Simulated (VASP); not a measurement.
# In2O3 (R-3c) in VASP: further runs

One crystal, In2O3, is run at these levels: LDA; tasks: dielectric tensor.

All numbers are computed with VASP 6.6.1; they aren't measurements. Logs are shortened: lines on timing, memory, paths and dates and some standing lists are left out, and cuts for length are marked.

## (1) The structure

Symmetry: R-3c, No. 167, trigonal system. Conventional cell: a = 5.487 Å, b = 5.487 Å, c = 14.510 Å, α = 90.00°, β = 90.00°, γ = 120.00°. In (site symmetry 3) is surrounded by 6 O at 2.12 to 2.26 Å. O (site symmetry 2) has 4 In at 2.12 to 2.26 Å as nearest neighbours.

## (2) Dielectric tensor, LDA

INCAR

```
  PREC = Accurate
  ENCUT = 520
  EDIFF = 1E-8
  ISMEAR = 0
  SIGMA = 0.01
  LREAL = False
  LASPH = True
  NELM = 100
  ALGO = Normal
  ISIF = 2
  LWAVE = False
  LCHARG = False
  LEPSILON = True
```

KPOINTS

```
regular mesh
0
Gamma
  2 2 2
```

POSCAR

```
In2O3
1.0
    2.7435000000      1.5839604635      4.8366666667
   -2.7435000000      1.5839604635      4.8366666667
    0.0000000000     -3.1679209270      4.8366666667
In O
4 6
Direct
    0.8573100000      0.8573100000      0.8573100000
    0.6426900000      0.6426900000      0.6426900000
    0.1426900000      0.1426900000      0.1426900000
    0.3573100000      0.3573100000      0.3573100000
    0.0480000000      0.7500000000      0.4520000000
    0.7500000000      0.4520000000      0.0480000000
    0.4520000000      0.0480000000      0.7500000000
    0.9520000000      0.2500000000      0.5480000000
    0.2500000000      0.5480000000      0.9520000000
    0.5480000000      0.9520000000      0.2500000000
```

Potentials or basis: VASP PAW LDA potentials, release 64 (In_d, O).

The run is started by

```console
$ cat potpaw_LDA.64/In_d/POTCAR potpaw_LDA.64/O/POTCAR > POTCAR
$ mpirun -np 1 vasp_std > vasp.out
```

OUTCAR:

```text
PREC = Accurate
   ENCUT = 520
   EDIFF = 1E-8
   ISMEAR = 0
   LREAL = False
   LASPH = True
   NELM = 100
   ISIF = 2
   LEPSILON = True

 Found      4 irreducible k-points:

 Following reciprocal coordinates:
            Coordinates               Weight
  0.000000  0.000000  0.000000      1.000000
  0.500000 -0.000000 -0.000000      3.000000
  0.500000  0.500000 -0.000000      3.000000
  0.500000  0.500000  0.500000      1.000000
   k-points           NKPTS =      4   k-points in BZ     NKDIM =      4   number of bands    NBANDS=     52
   number of dos      NEDOS =    301   number of ions     NIONS =     10
   total plane-waves  NPLWV = 110592
   dimension x,y,z NGX =    48 NGY =   48 NGZ =   48
   dimension x,y,z NGXF=    96 NGYF=   96 NGZF=   96
   ions per type =               4   6
   NGX,Y,Z   is equivalent  to a cutoff of  13.80, 13.80, 13.80 a.u.
   NGXF,Y,Z  is equivalent  to a cutoff of  27.60, 27.60, 27.60 a.u.
 SYSTEM =  unknown system
   PREC   = accura    normal or accurate (medium, high low for compatibility)
   ISTART =      0    job   : 0-new  1-cont  2-samecut
   ICHARG =      2    charge: 1-file 2-atom 10-const
   ISPIN  =      1    spin polarized calculation?
   LNONCOLLINEAR =      F non collinear calculations
   LSORBIT =      F    spin-orbit coupling
   LASPH  =      T    aspherical Exc in radial PAW
   ENCUT  =  520.0 eV  38.22 Ry    6.18 a.u.  10.75 10.75 10.75*2*pi/ulx,y,z
   NELM   =    100;   NELMIN=  2; NELMDL= -5     # of ELM steps
   EDIFF  = 0.1E-07   stopping-criterion for ELM
   LREAL  =      F    real-space projection
   EDIFFG = 0.1E-06   stopping-criterion for IOM
   NSW    =      0    number of steps for IOM
   IBRION =     -1    ionic relax: 0-MD 1-quasi-New 2-CG
   NFREE  =      0    steps in history (QN), initial steepest desc. (CG)
   ISIF   =      2    stress and relaxation
   ISYM   =      2    0-nonsym 1-usesym 2-fastsym
   POTIM  = 0.5000    time-step for ionic-motion
   TEBEG  =    0.0;   TEEND  =   0.0 temperature during run
   PSTRESS=    0.0 pullay stress
   NELECT =      88.0000    total number of electrons
   NUPDOWN=      -1.0000    fix difference up-down
   EMIN   =  10.00;   EMAX   =-10.00  energy-range for DOS
   EFERMI =   0.00;   METHOD = LEGACY
   ISMEAR =     0;   SIGMA  =   0.01  broadening in eV -4-tet -1-fermi 0-gaus
   EFERMI_NEDOS =   21; number of points for ismear=-14 and -15
   IALGO  =     38    algorithm
   IMIX   =      4    mixing-type and parameters
     AMIX     =   0.40;   BMIX     =  1.00
     AMIX_MAG =   1.60;   BMIX_MAG =  1.00
  volume/ion in A,a.u.               =      12.61        85.10
  Fermi-wavevector in a.u.,A,eV,Ry     =   1.452068  2.744010 28.687886  2.108500
  Thomas-Fermi vector in A             =   2.569492
   LORBIT       =      0    0 simple, 1 ext, 2 COOP (PROOUT), +10 PAW based schemes
   GGA     = CA    functional components
   LHFCALC =     F    Hartree Fock is set to
   AEXX    =    0.0000 exact exchange contribution
   IVDW    =     0    specifies the selected vdW correction
   LEPSILON=     T    determine dielectric tensor
   LRPA    =     F    only Hartree local field effects (RPA)
 non-spin polarized calculation
 Gauss-broadening in eV      SIGMA  =   0.01
  energy-cutoff  :      520.00
  volume of cell :      126.11
 maximum number of plane-waves:      3426
 NGX is ok and might be reduce to    48
   NGX = 21   NGY = 21   NGZ = 21

--------------------------------------- Ionic step        1  -------------------------------------------

 number of electron      88.0000008 magnetization

 E-fermi :   5.3397     XC(G=0): -11.7549

 val. band max:        5.2836038947   @ k =   0.5000   0.5000  -0.0000
 cond. band min:       6.5091836388   @ k =   0.0000   0.0000   0.0000
 fundamental gap:      1.2255797441
 Fermi energy:         5.3397271608

 k-point     1 :       0.0000    0.0000    0.0000
  band No.  band energies     occupation
      1     -12.0994      2.00000
      2     -11.1799      2.00000
      3     -11.1799      2.00000
      4     -10.9342      2.00000
      5     -10.9342      2.00000
      6     -10.8269      2.00000
[... 44 lines left out ...]
     51      14.3485      0.00000
     52      14.6105      0.00000

 k-point     2 :       0.5000   -0.0000   -0.0000
  band No.  band energies     occupation
      1     -11.4973      2.00000
      2     -11.4973      2.00000
      3     -11.0761      2.00000
      4     -11.0761      2.00000
      5     -11.0293      2.00000
      6     -11.0293      2.00000
[... 44 lines left out ...]
     51      14.3008      0.00000
     52      14.3008      0.00000

 k-point     3 :       0.5000    0.5000   -0.0000
  band No.  band energies     occupation
      1     -11.6349      2.00000
      2     -11.3625      2.00000
      3     -11.2039      2.00000
      4     -11.0428      2.00000
      5     -11.0351      2.00000
      6     -10.8268      2.00000
[... 44 lines left out ...]
     51      13.4008      0.00000
     52      15.2955      0.00000

 k-point     4 :       0.5000    0.5000    0.5000
  band No.  band energies     occupation
      1     -11.5066      2.00000
      2     -11.5066      2.00000
      3     -11.0608      2.00000
      4     -11.0608      2.00000
      5     -11.0608      2.00000
      6     -11.0608      2.00000
[... 44 lines left out ...]
     51      14.9120      0.00000
     52      14.9120      0.00000

  FORCE on cell =-STRESS in cart. coord.  units (eV):
  Direction    XX          YY          ZZ          XY          YZ          ZX
  --------------------------------------------------------------------------------------
  -------------------------------------------------------------------------------------
  Total       -2.0634086     -2.0634086     -2.6804500      0.0000000     -0.0000000      0.0000000
  in kB      -26.2149546    -26.2149546    -34.0542713      0.0000000     -0.0000000      0.0000000
  external PRESSURE =     -28.8280602 kB  Pullay stress =       0.0000000 kB

 VOLUME and BASIS-vectors are now :
 -----------------------------------------------------------------------------
  energy-cutoff  :      520.00
  volume of cell :      126.11
      direct lattice vectors                 reciprocal lattice vectors
     2.743500000  1.583960463  4.836666667     0.182248952  0.105221482  0.068917988
    -2.743500000  1.583960463  4.836666667    -0.182248952  0.105221482  0.068917988
     0.000000000 -3.167920927  4.836666667     0.000000000 -0.210442963  0.068917988

 POSITION                                       TOTAL-FORCE (eV/Angst)
 -----------------------------------------------------------------------------------
      0.00000      0.00000     12.43957         0.000000      0.000000     -0.113813
      0.00000      0.00000      9.32543         0.000000      0.000000      0.113813
      0.00000      0.00000      2.07043         0.000000      0.000000      0.113813
      0.00000      0.00000      5.18457         0.000000      0.000000     -0.113813
     -1.92594     -0.16790      6.04583        -0.070405     -0.121945     -0.000000
      0.81756      1.75186      6.04583        -0.070405      0.121945     -0.000000
      1.10837     -1.58396      6.04583         0.140810      0.000000     -0.000000
      1.92594      0.16790      8.46417         0.070405      0.121945     -0.000000
     -0.81756     -1.75186      8.46417         0.070405     -0.121945     -0.000000
     -1.10837      1.58396      8.46417        -0.140810      0.000000     -0.000000
 -----------------------------------------------------------------------------------
    total drift:                                0.000000     -0.000000      0.000000

  FREE ENERGIE OF THE ION-ELECTRON SYSTEM (eV)
  ---------------------------------------------------
  free  energy   TOTEN  =       -63.5140987336 eV

  energy  without entropy=      -63.5140987336  energy(sigma->0) =      -63.51409873

 HEAD OF MICROSCOPIC STATIC DIELECTRIC TENSOR (INDEPENDENT PARTICLE, excluding Hartree and local field effects)
 ------------------------------------------------------
           9.068432     0.000000     0.000000
           0.000000     9.068432    -0.000000
           0.000000     0.000000     9.725860
 ------------------------------------------------------

 Free energy of the ion-electron system (eV)
  ---------------------------------------------------
  ---------------------------------------------------
  free energy    TOTEN  =        -2.82250935 eV

  energy without entropy =       -2.82250935

------------------------ aborting loop because EDIFF is reached ----------------------------------------

--------------------------------------- Ionic step        2  -------------------------------------------

------------------------ aborting loop because EDIFF is reached ----------------------------------------

--------------------------------------- Ionic step        3  -------------------------------------------

 Free energy of the ion-electron system (eV)
  ---------------------------------------------------
  ---------------------------------------------------
  free energy    TOTEN  =        -3.03983489 eV

  energy without entropy =       -3.03983489

------------------------ aborting loop because EDIFF is reached ----------------------------------------

 PIEZOELECTRIC TENSOR FIELD DIRECTION 3  (e Angst)
 -----------------------------------------------------------------------------
    -0.00004 -0.00000  0.00000           ( -0.00000  0.00000  0.00000)
    -0.00000 -0.00004  0.00000           (  0.00000 -0.00000  0.00000)
     0.00000  0.00000  0.00014           (  0.00000  0.00000 -0.00000)

 PIEZOELECTRIC TENSOR FIELD DIRECTION 3  (C/m^2)
 -----------------------------------------------------------------------------
    -0.00000 -0.00000  0.00000
    -0.00000 -0.00000  0.00000
     0.00000  0.00000  0.00002

 MACROSCOPIC STATIC DIELECTRIC TENSOR (including local field effects in DFT)
 ------------------------------------------------------
           8.826683    -0.000000     0.000000
          -0.000000     8.826683    -0.000000
           0.000000     0.000000     9.450353
 ------------------------------------------------------

 PIEZOELECTRIC TENSOR (including local field effects)  for field in x, y, z        (e  Angst)
          XX          YY          ZZ          XY          YZ          ZX
  --------------------------------------------------------------------------------
  x     0.00000     0.00000     0.00000     0.00000     0.00000     0.00000
  y     0.00000     0.00000     0.00000     0.00000     0.00000     0.00000
  z     0.00000     0.00000     0.00000     0.00000     0.00000     0.00000

 PIEZOELECTRIC TENSOR (including local field effects)  for field in x, y, z        (C/m^2)
          XX          YY          ZZ          XY          YZ          ZX
  --------------------------------------------------------------------------------
  x     0.00000     0.00000     0.00000     0.00000     0.00000     0.00000
  y     0.00000     0.00000     0.00000     0.00000     0.00000     0.00000
  z     0.00000     0.00000     0.00000     0.00000     0.00000     0.00000

 BORN EFFECTIVE CHARGES (including local field effects) (in |e|, cummulative output)
 ---------------------------------------------------------------------------------
 ion    1
    1     3.43135     0.03109    -0.00000
    2    -0.03109     3.43135    -0.00000
    3     0.00000     0.00000     3.31086
 ion    2
    1     3.43135    -0.03109     0.00000
    2     0.03109     3.43135     0.00000
    3     0.00000     0.00000     3.31086
 ion    3
    1     3.43135     0.03109     0.00000
    2    -0.03109     3.43135    -0.00000
    3     0.00000     0.00000     3.31086
 ion    4
    1     3.43135    -0.03109     0.00000
    2     0.03109     3.43135     0.00000
    3     0.00000     0.00000     3.31086
 ion    5
    1    -2.20439    -0.14408     0.40242
    2    -0.14408    -2.37075    -0.23234
    3     0.63781    -0.36824    -2.20724
 ion    6
    1    -2.20439     0.14408    -0.40242
    2     0.14408    -2.37075    -0.23234
    3    -0.63781    -0.36824    -2.20724
 ion    7
    1    -2.45394     0.00000     0.00000
    2     0.00000    -2.12120     0.46467
    3     0.00000     0.73648    -2.20724
 ion    8
    1    -2.20439    -0.14408     0.40242
    2    -0.14408    -2.37075    -0.23234
    3     0.63781    -0.36824    -2.20724
 ion    9
    1    -2.20439     0.14408    -0.40242
    2     0.14408    -2.37075    -0.23234
    3    -0.63781    -0.36824    -2.20724
 ion   10
    1    -2.45394     0.00000     0.00000
    2     0.00000    -2.12120     0.46467
    3     0.00000     0.73648    -2.20724
```

Run time: 5.1 min. Hardware: 1 thread of Intel Xeon 6975P-C (Granite Rapids), shared host; peak memory 0.34 GiB.

These settings aren't checked as converged: the numbers below hold their error.

What came out:

```
Band gap on the k mesh                  : 1.23 eV, indirect (least direct gap 1.23 eV)
Electronic dielectric tensor (diagonal) : 8.83, 8.83, 9.45
Born charges (mean of the diagonal)     : In +3.39; O -2.26 e
```

Caveat: the k mesh is coarse (spacing up to 0.70 Å⁻¹), so the values aren't converged; spin-orbit coupling is left out, which moves the levels of the heavy elements.

## (3) Dielectric tensor, LDA

INCAR: that of step 2 with these lines changed.

```diff
@@ -1,3 +1,3 @@
   PREC = Accurate
-  ENCUT = 520
+  ENCUT = 460
   EDIFF = 1E-8
```

KPOINTS

```
regular mesh
0
Gamma
  3 3 3
```

POSCAR is that of step 2.

Potentials or basis: VASP PAW LDA potentials, release 64 (In_d, O).

The run is started by

```console
$ cat potpaw_LDA.64/In_d/POTCAR potpaw_LDA.64/O/POTCAR > POTCAR
$ mpirun -np 1 vasp_std > vasp.out
```

OUTCAR:

```text
PREC = Accurate
   ENCUT = 460
   EDIFF = 1E-8
   ISMEAR = 0
   LREAL = False
   LASPH = True
   NELM = 100
   ISIF = 2
   LEPSILON = True

 Found      6 irreducible k-points:

 Following reciprocal coordinates:
            Coordinates               Weight
  0.000000  0.000000  0.000000      1.000000
  0.333333 -0.000000  0.000000      6.000000
  0.333333  0.333333  0.000000      6.000000
 -0.333333  0.333333  0.000000      6.000000
  0.333333  0.333333  0.333333      2.000000
 -0.333333  0.333333  0.333333      6.000000
   k-points           NKPTS =      6   k-points in BZ     NKDIM =      6   number of bands    NBANDS=     52
   number of dos      NEDOS =    301   number of ions     NIONS =     10
   total plane-waves  NPLWV =  64000
   dimension x,y,z NGX =    40 NGY =   40 NGZ =   40
   dimension x,y,z NGXF=    80 NGYF=   80 NGZF=   80
   ions per type =               4   6
   NGX,Y,Z   is equivalent  to a cutoff of  11.50, 11.50, 11.50 a.u.
   NGXF,Y,Z  is equivalent  to a cutoff of  23.00, 23.00, 23.00 a.u.
 SYSTEM =  unknown system
[... 484 lines left out ...]

 PIEZOELECTRIC TENSOR (including local field effects)  for field in x, y, z        (C/m^2)
          XX          YY          ZZ          XY          YZ          ZX
  --------------------------------------------------------------------------------
  x     0.00000     0.00000     0.00000     0.00000     0.00000     0.00000
  y     0.00000     0.00000     0.00000     0.00000     0.00000     0.00000
  z     0.00000     0.00000     0.00000     0.00000     0.00000     0.00000

 BORN EFFECTIVE CHARGES (including local field effects) (in |e|, cummulative output)
 ---------------------------------------------------------------------------------
 ion    1
    1     3.35275     0.03005     0.00000
    2    -0.03005     3.35275     0.00000
    3    -0.00000     0.00000     3.24874
 ion    2
    1     3.35275    -0.03005    -0.00000
    2     0.03005     3.35275     0.00000
    3     0.00000     0.00000     3.24874
 ion    3
    1     3.35275     0.03005     0.00000
    2    -0.03005     3.35275     0.00000
    3     0.00000     0.00000     3.24874
 ion    4
    1     3.35275    -0.03005    -0.00000
    2     0.03005     3.35275     0.00000
    3     0.00000     0.00000     3.24874
 ion    5
[... 8 lines left out ...]
    1    -2.36113     0.00000    -0.00000
    2     0.00000    -2.10921     0.39952
    3     0.00000     0.57115    -2.16583
 ion    8
    1    -2.17219    -0.10908     0.34600
    2    -0.10908    -2.29815    -0.19976
    3     0.49463    -0.28557    -2.16583
 ion    9
    1    -2.17219     0.10908    -0.34600
    2     0.10908    -2.29815    -0.19976
    3    -0.49463    -0.28557    -2.16583
 ion   10
    1    -2.36113     0.00000    -0.00000
    2     0.00000    -2.10921     0.39952
    3     0.00000     0.57115    -2.16583
```

OSZICAR:

```text
[... 13 lines left out ...]
RMM:  12    -0.177142510715E+01    0.64847E-05    0.39664E-06  1095   0.171E-03    0.105E-02
RMM:  13    -0.177142197869E+01    0.31285E-05    0.68387E-07  1150   0.118E-03    0.732E-03
RMM:  14    -0.177142034692E+01    0.16318E-05    0.12544E-06  1219   0.969E-04    0.602E-03
RMM:  15    -0.177141818672E+01    0.21602E-05   -0.24478E-06  1188   0.900E-04    0.326E-03
RMM:  16    -0.177141745708E+01    0.72964E-06   -0.14846E-06  1205   0.826E-04    0.230E-03
RMM:  17    -0.177141658045E+01    0.87663E-06   -0.41262E-06  1241   0.798E-04    0.775E-04
RMM:  18    -0.177141648096E+01    0.99493E-07   -0.33721E-07  1204   0.763E-04    0.166E-04
RMM:  19    -0.177141637758E+01    0.10338E-06   -0.48005E-06  1167   0.747E-04    0.441E-05
RMM:  20    -0.177141635386E+01    0.23720E-07    0.65311E-07  1150   0.742E-04    0.974E-06
```

Run time: 4.7 min. Hardware: 1 thread of Intel Xeon 6975P-C (Granite Rapids), shared host; peak memory 0.32 GiB.

These settings aren't checked as converged: the numbers below hold their error.

Results:

- Band gap on the k mesh: 1.20 eV, indirect (least direct gap 1.25 eV)
- Electronic dielectric tensor (diagonal): 5.90, 5.90, 5.91
- Born charges (mean of the diagonal): In +3.32; O -2.21 e

Caveat: the k mesh is coarse (spacing up to 0.46 Å⁻¹), so the values aren't converged; the cutoff is under 1.25 times the usual one of these potentials, so pressure, stress and relaxed cells hold a basis-set (Pulay) error; spin-orbit coupling is left out, which moves the levels of the heavy elements; an odd mesh through Γ misses points on the zone boundary, where band edges often lie.

(Continued in part 2 of 2.)
